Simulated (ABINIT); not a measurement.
## A GW run on MgO (Periclase) in ABINIT, with inputs changed

A base run on MgO (Periclase), then changed inputs.

Main program and level: ABINIT 10.8.3; PBE and many-body steps on it, plane waves.

The database entry behind the starting cell differs from later determinations by our own check (about 0.1 % long), so it need not match the best structure at ambient conditions.

## Step 1: Starting point

It takes space group Fm-3m (No. 225, cubic). The conventional cell has a = 4.217 Å, b = 4.217 Å, c = 4.217 Å, α = 90.00°, β = 90.00°, γ = 90.00°. Nearest to Mg lie 6 O at 2.11 Å. Nearest to O lie 6 Mg at 2.11 Å. Farther neighbours and most contacts between anions are not listed.

The cell and positions come from the Crystallography Open Database and are kept as given unless a step says otherwise.

## Step 2: Screening, 6×6×6 mesh, 166 bands, screening to 304.8 eV

This step: ABINIT 10.8.3; RPA screening on PBE, plane waves, norm-conserving pseudopotentials.

The RPA dielectric matrix is built and inverted for each q.

Contents of run.abi:

```
acell 3*1.0 Angstrom
rprim 
  -0.000000000000 2.108500000000 2.108500000000
  2.108500000000 0.000000000000 2.108500000000
  2.108500000000 2.108500000000 0.000000000000
ntypat 2
znucl 12 8
natom 2
typat 1 2
xred 
  0.000000000000 0.000000000000 0.000000000000
  0.500000000000 0.500000000000 0.500000000000
pp_dirpath "pseudos"
pseudos "Mg.upf, O.upf"
ecut 38
ngkpt 6 6 6
nshiftk 1
shiftk 0 0 0
kptopt 1
chksymbreak 0
istwfk *1
occopt 1
irdwfk 1
optdriver 3
nband 166
ecuteps 11.2
inclvkb 2
awtr 1
symchi 1
indata_prefix "in"
outdata_prefix "out"
tmpdata_prefix "tmp"
```

Run with:

```
$ OMP_NUM_THREADS=1 mpirun -n 8 abinit run.abi > log
```

Log:

```text
.Version 10.8.3 of ABINIT. v10.8.2 released Aug 2026.

 Symmetries : space group Fm -3 m (#225); Bravais cF (face-center cubic)
[... echo of the input left out ...]
== DATASET  1 ==================================================================
-   mpi_nproc: 8, omp_nthreads: 1 (-1 if OMP is not activated)

--- !DatasetInfo
iteration_state: {dtset: 1, }
dimensions: {natom: 2, nkpt: 16, mband: 166, nsppol: 1, nspinor: 1, nspden: 1, mpw: 1430, }
cutoff_energies: {ecut:  38.0, pawecutdg:  -1.0, }
electrons: {nelect:   1.60000000E+01, charge:   0.00000000E+00, occopt:   1.00000000E+00, tsmear:   1.00000000E-02, }

 SCREENING: Calculation of the susceptibility and dielectric matrices

 Based on a program developped by R.W. Godby, V. Olevano, G. Onida, and L. Reining.
 Incorporated in ABINIT by V. Olevano, G.-M. Rignanese, and M. Torrent.
.Using double precision arithmetic ; gwpc =  8

[... cell and pseudopotentials left out ...]
--------------------------------------------------------------------------------

 ==== K-mesh for the wavefunctions ====
 Number of points in the irreducible wedge :    16
[... list of points left out ...]
 Together with 48 symmetry operations and time-reversal symmetry
 yields   216 points in the full Brillouin Zone.

 ==== Q-mesh for the screening function ====
 Number of points in the irreducible wedge :    16
[... list of points left out ...]
 Together with 48 symmetry operations and time-reversal symmetry
 yields   216 points in the full Brillouin Zone.

 setmesh: FFT mesh size selected  =    24x   24x   24
          total number of points  =        13824

 vcoul_init : cutoff-mode = AUXILIARY_FUNCTION
 q-points for optical limit:   1
     1)      0.000010    0.000020    0.000030

- screening: taking advantage of time-reversal symmetry
- Maximum band index for partially occupied states nbvw = 8
- Remaining bands to be divided among processors   nbcw = 158
- Number of bands treated by each node ~19

 Number of electrons calculated from density =   16.0000; Expected =   16.0000
 average of density, n =  0.126466
 r_s =    1.2359
 omega_plasma =   34.3038 [eV]

 calculating chi0 at frequencies [eV] :
  1    0.000000E+00    0.000000E+00
  2    0.000000E+00    3.430377E+01

--------------------------------------------------------------------------------
  q-point number  1        q = ( 0.000000, 0.000000, 0.000000) [r.l.u.]
--------------------------------------------------------------------------------
[... chi0 elements left out ...]
 For q-point:  0.000010 0.000020 0.000030
  dielectric constant =   3.0343
  dielectric constant without local fields =   3.2587

  Average fulfillment of the sum rule on Im[epsilon] for q-point    1 :     86.09  [%]
[... wings left out ...]
  q-point number  2        q = ( 0.166667, 0.000000, 0.000000) [r.l.u.]
--------------------------------------------------------------------------------
[... chi0 elements left out ...]
  Average fulfillment of the sum rule on Im[epsilon] for q-point    2 :     97.27  [%]

 [... 14 further q-points ...]
```

The job ended after 4.3 min (8 MPI ranks of Arm Neoverse N1, shared host; peak memory 1.6 GiB; 34 min of CPU time).

Numbers from this step:

| Item | Value |
| --- | --- |
| ε∞ with local fields, on this mesh, along the program's q direction | 3.034 |
| the same without local fields | 3.259 |
| plasma frequency | 34.30 eV |
| plane waves in the screening matrix | 259 |

Local fields lower ε∞ by 7 %.

## Step 3: Base

The self-energy is evaluated for the states that the input lists, and the levels follow from it, in one-shot runs by the linearised quasiparticle equation.

This step: G0W0 on PBE, plane waves, norm-conserving pseudopotentials.

run.abi: that of step 2 with these lines changed.

```diff
@@ -23,8 +23,15 @@
 irdwfk 1
-optdriver 3
+optdriver 4
 nband 166
+gwcalctyp 0
+ecutsigx 38
+symsigma 1
+nkptgw 1
+kptgw 
+  0.0000000000 0.0000000000 0.0000000000
+bdgw 
+  6 12
 ecuteps 11.2
-inclvkb 2
-awtr 1
-symchi 1
+irdscr 1
+ppmodel 1
 indata_prefix "in"
```

Log:

```text
.Version 10.8.3 of ABINIT. v10.8.2 released Aug 2026.

 Symmetries : space group Fm -3 m (#225); Bravais cF (face-center cubic)
[... echo of the input left out ...]
== DATASET  1 ==================================================================
-   mpi_nproc: 8, omp_nthreads: 1 (-1 if OMP is not activated)

--- !DatasetInfo
iteration_state: {dtset: 1, }
dimensions: {natom: 2, nkpt: 16, mband: 166, nsppol: 1, nspinor: 1, nspden: 1, mpw: 1430, }
cutoff_energies: {ecut:  38.0, pawecutdg:  -1.0, }
electrons: {nelect:   1.60000000E+01, charge:   0.00000000E+00, occopt:   1.00000000E+00, tsmear:   1.00000000E-02, }

 SIGMA: Calculation of the GW corrections

 Based on a program developped by R.W. Godby, V. Olevano, G. Onida, and L. Reining.
 Incorporated in ABINIT by V. Olevano, G.-M. Rignanese, and M. Torrent.
.Using double precision arithmetic ; gwpc =  8

[... cell and pseudopotentials left out ...]
--------------------------------------------------------------------------------

 ==== K-mesh for the wavefunctions ====
 Number of points in the irreducible wedge :    16
[... list of points left out ...]
 Together with 48 symmetry operations and time-reversal symmetry
 yields   216 points in the full Brillouin Zone.

 ==== Q-mesh for screening function ====
 Number of points in the irreducible wedge :    16
[... list of points left out ...]
 Together with 48 symmetry operations and time-reversal symmetry
 yields   216 points in the full Brillouin Zone.

 vcoul_init : cutoff-mode = AUXILIARY_FUNCTION
 q-points for optical limit:   1
     1)      0.000010    0.000020    0.000030
 setmesh: FFT mesh size selected  =    32x   32x   32
          total number of points  =        32768

 Number of electrons calculated from density =   16.0000; Expected =   16.0000
 average of density, n =  0.126466
 r_s =    1.2359
 omega_plasma =   34.3038 [eV]

 === KS Band Gaps ===
  >>>> For spin  1
   Minimum direct gap =   4.7331 [eV], located at k-point      :   0.0000  0.0000  0.0000
   Fundamental gap    =   4.7331 [eV], Top of valence bands at :   0.0000  0.0000  0.0000
                                       Bottom of conduction at :   0.0000  0.0000  0.0000
 SIGMA fundamental parameters:
 PLASMON POLE MODEL  1
 number of plane-waves for SigmaX                 1411
 number of plane-waves for SigmaC and W            259
 number of plane-waves for wavefunctions          1411
 number of bands                                   166
 number of independent spin polarizations            1
 number of spinorial components                      1
 number of k-points in IBZ                          16
 number of q-points in IBZ                          16
 number of symmetry operations                      48
 number of k-points in BZ                          216
 number of q-points in BZ                          216
 number of frequencies for dSigma/dE                 9
 frequency step for dSigma/dE [eV]                0.25
 number of omega for Sigma on real axis              0
 max omega for Sigma on real axis  [eV]           0.00
 zcut for avoiding poles [eV]                     0.10

 EPSILON^-1 parameters (SCR file):
 dimension of the eps^-1 matrix on file            259
 dimension of the eps^-1 matrix used               259
 number of plane-waves for wavefunctions          1411
 number of bands                                   166
 number of q-points in IBZ                          16
 number of frequencies                               2
 number of real frequencies                          1
 number of imag frequencies                          1

 matrix elements of self-energy operator (all in [eV])

 Perturbative Calculation

--- !SelfEnergy_ee
iteration_state: {dtset: 1, }
kpoint     : [   0.000,    0.000,    0.000, ]
spin       : 1
KS_gap     :    4.733
QP_gap     :    7.073
Delta_QP_KS:    2.340
data: !SigmaeeData |
     Band     E0 <VxcDFT>   SigX SigC(E0)      Z dSigC/dE  Sig(E)    E-E0       E
        6   4.693 -20.107 -25.567   3.571   0.805  -0.242 -21.628  -1.521   3.172
        7   4.693 -20.107 -25.567   3.571   0.805  -0.242 -21.628  -1.521   3.172
        8   4.693 -20.107 -25.567   3.571   0.805  -0.242 -21.628  -1.521   3.172
        9   9.426 -13.453  -8.885  -3.608   0.854  -0.172 -12.633   0.820  10.246
       10  20.632  -9.568  -3.679  -4.671   0.862  -0.160  -8.518   1.051  21.683
       11  20.632  -9.568  -3.679  -4.671   0.862  -0.160  -8.518   1.051  21.683
       12  20.632  -9.568  -3.679  -4.671   0.862  -0.160  -8.518   1.051  21.683

== END DATASET(S) ==============================================================
================================================================================

 -outvars: echo values of variables after computation  --------
           etotal      0.0000000000E+00
            nband         166
             nkpt          16
          spgroup         225
 [... the other variables as echoed above ...]

 Calculation completed.
```

Run time: 17 s. Hardware: 8 MPI ranks; peak memory 1.7 GiB.

This step gave:

* G0W0 gap on the points computed: 7.074 eV
* starting gap on the mesh: 4.733 eV
* k of the valence top: 0, 0, 0
* k of the conduction bottom: 0, 0, 0
* Z at the valence top: 0.805
* Z at the conduction bottom: 0.854
* least direct G0W0 gap on the computed points: 7.074 eV

The gap on the mesh goes from 4.73 eV to 7.07 eV, a correction of +2.34 eV.

## Step 4: Coulomb singularity

run.abi: that of step 3 with these lines changed.

```diff
@@ -36,2 +36,3 @@
 ppmodel 1
+gw_icutcoul 0
 indata_prefix "in"
```

Log:

```text
.Version 10.8.3 of ABINIT. v10.8.2 released Aug 2026.

 Symmetries : space group Fm -3 m (#225); Bravais cF (face-center cubic)
[... echo of the input left out ...]
== DATASET  1 ==================================================================
-   mpi_nproc: 8, omp_nthreads: 1 (-1 if OMP is not activated)

--- !DatasetInfo
iteration_state: {dtset: 1, }
dimensions: {natom: 2, nkpt: 16, mband: 166, nsppol: 1, nspinor: 1, nspden: 1, mpw: 1430, }
cutoff_energies: {ecut:  38.0, pawecutdg:  -1.0, }
electrons: {nelect:   1.60000000E+01, charge:   0.00000000E+00, occopt:   1.00000000E+00, tsmear:   1.00000000E-02, }

 SIGMA: Calculation of the GW corrections

 Based on a program developped by R.W. Godby, V. Olevano, G. Onida, and L. Reining.
 Incorporated in ABINIT by V. Olevano, G.-M. Rignanese, and M. Torrent.
.Using double precision arithmetic ; gwpc =  8

[... cell and pseudopotentials left out ...]
--------------------------------------------------------------------------------

 ==== K-mesh for the wavefunctions ====
 Number of points in the irreducible wedge :    16
[... list of points left out ...]
 Together with 48 symmetry operations and time-reversal symmetry
 yields   216 points in the full Brillouin Zone.

 ==== Q-mesh for screening function ====
 Number of points in the irreducible wedge :    16
[... list of points left out ...]
 Together with 48 symmetry operations and time-reversal symmetry
 yields   216 points in the full Brillouin Zone.

 === Spherical cutoff ===

  Cutoff radius .........    18.6855 [Bohr]
  Volume of the sphere ..   27327.58 [Bohr^3]
 q-points for optical limit:   1
     1)      0.000010    0.000020    0.000030
 setmesh: FFT mesh size selected  =    32x   32x   32
          total number of points  =        32768

[...]
number of q-points in BZ                          216
 number of frequencies for dSigma/dE                 9
 frequency step for dSigma/dE [eV]                0.25
 number of omega for Sigma on real axis              0
 max omega for Sigma on real axis  [eV]           0.00
 zcut for avoiding poles [eV]                     0.10

 EPSILON^-1 parameters (SCR file):
 dimension of the eps^-1 matrix on file            259
 dimension of the eps^-1 matrix used               259
 number of plane-waves for wavefunctions          1411
 number of bands                                   166
 number of q-points in IBZ                          16
 number of frequencies                               2
 number of real frequencies                          1
 number of imag frequencies                          1

 matrix elements of self-energy operator (all in [eV])

 Perturbative Calculation

--- !SelfEnergy_ee
iteration_state: {dtset: 1, }
kpoint     : [   0.000,    0.000,    0.000, ]
spin       : 1
KS_gap     :    4.733
QP_gap     :    7.058
Delta_QP_KS:    2.325
data: !SigmaeeData |
     Band     E0 <VxcDFT>   SigX SigC(E0)      Z dSigC/dE  Sig(E)    E-E0       E
        6   4.693 -20.107 -25.580   3.487   0.815  -0.226 -21.726  -1.619   3.074
        7   4.693 -20.107 -25.580   3.487   0.815  -0.226 -21.726  -1.619   3.074
        8   4.693 -20.107 -25.580   3.487   0.815  -0.226 -21.726  -1.619   3.074
        9   9.426 -13.453  -8.926  -3.701   0.856  -0.168 -12.746   0.706  10.133
       10  20.632  -9.568  -3.684  -4.788   0.863  -0.159  -8.622   0.946  21.578
       11  20.632  -9.568  -3.684  -4.788   0.863  -0.159  -8.622   0.946  21.578
       12  20.632  -9.568  -3.684  -4.788   0.863  -0.159  -8.622   0.946  21.578

== END DATASET(S) ==============================================================
================================================================================

 -outvars: echo values of variables after computation  --------
           etotal      0.0000000000E+00
            nband         166
             nkpt          16
          spgroup         225
 [... the other variables as echoed above ...]

 Calculation completed.
```

Wall time 16 s (8 MPI ranks); peak memory 1.7 GiB; 2.1 min of CPU time.

This step gave:

| Item | Value |
| --- | --- |
| G0W0 gap on the points computed | 7.059 eV |
| starting gap on the mesh | 4.733 eV |
| k of the valence top | 0, 0, 0 |
| k of the conduction bottom | 0, 0, 0 |
| Z at the valence top | 0.815 |
| Z at the conduction bottom | 0.856 |
| least direct G0W0 gap on the computed points | 7.059 eV |

Against G0W0 in ABINIT (6×6×6 mesh, 166 bands, screening to 304.8 eV, Godby-Needs plasmon pole), the gap moves by −0.015 eV.

## Step 5: Side by side

Times are wall times on 8 MPI ranks of Arm Neoverse N1, shared host, good to a factor of about two. A run's time includes the screening step that it read.

| run | mesh | bands | screening cutoff (eV) | DFT gap (eV) | gap on the mesh (eV) | direct (eV) | ε∞ used | time |
| --- | --- | --- | --- | --- | --- | --- | --- | --- |
| base | 6×6×6 | 166 | 304.8 | 4.733 | 7.074 | 7.074 | 3.03 | 4.6 min |
| Coulomb singularity | 6×6×6 | 166 | 304.8 | 4.733 | 7.059 | 7.059 | 3.03 | 4.6 min |

## Step 6: What came out

```
base                : 7.074 eV
Coulomb singularity : 7.059 eV
known limits        : not at the basis limit
```

**Reading.** Coulomb singularity: −0.015 eV against base (keys changed: gw_icutcoul). Bands and cutoff are finite, so the gap is not at the basis limit. The miss can reach some tenths of an eV and take either sign; the mesh is an error of its own. In the G0W0 runs levels were corrected at 1 k point alone, so a gap called «on the mesh» is the least over those, and an edge elsewhere would be missed.

[Paths, hosts, dates, memory and timing lines, banners, echoed tables and standing remarks are left out of the program output.]

[Logs are printed without paths, hosts, clocks, repeated set-up lines and the standing remarks that a program may print on its own settings, such as how far it seeks lower states.]

[Runs of the session that timed out or met a known fault of the program may be left out.]

[Hosts, paths, dates, database ids (printed as entryN), source tags and the programs' standing remarks are cut or masked in the printed files.]

[G0W0 gaps are taken among the corrected bands and points alone; a level outside them can change the order at an edge.]

[Where Ansatz stands beside ABINIT at settings called matched, ABINIT's density can come from a denser mesh and the files from another edition; pairs whose starting gaps differed by over 0.03 eV were left out, so agreement reads better than it is.]
